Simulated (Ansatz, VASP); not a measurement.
## SnSe: VASP beside Ansatz

```
CELL_PARAMETERS angstrom
0.00000 3.02993 3.02993
3.02993 0.00000 3.02993
3.02993 3.02993 0.00000
ATOMIC_POSITIONS crystal
Sn 0.00000 0.00000 0.00000
Se 0.50000 0.50000 0.50000
```

Measurements of this composition are mostly on another form, of space group No. 62.

Alike in both runs: task single point; functional PBEsol; k mesh 8 × 8 × 8; occupations fermi-dirac, width 0.05 eV; no spin polarisation.

|  | VASP | Ansatz |
| --- | --- | --- |
| version | VASP 6.6.1 | Ansatz 0.2.0 |
| potentials or method | VASP PAW PBE potentials, release 64 (Sn_d, Se) | Ansatz PAW |
| plane-wave cutoff (eV) | 520 | 420 |
| valence electrons in the cell | 20 | 30 |

```tsv
	VASP	Ansatz	Ansatz less VASP
gap on the k mesh at the Fermi level (eV)	0.57	0.56	-0.002
least direct gap on the mesh (eV)	0.57	0.56	-0.002
pressure (GPa)	-2.8	-2.8	-0.01
```

The functional is the same, so the differences come from potentials, cutoffs and numerics. The two sets of potentials don't hold the same shells in valence.

Caveats: spin-orbit coupling is left out, which moves the levels of the heavy elements; the PAW data sets were made with another functional, which shifts forces and pressure a little (VASP); the PAW data sets come from PBE, with cores solved anew for the run's functional, which leaves a small shift of forces and pressure (Ansatz). A k mesh can miss the band edges.
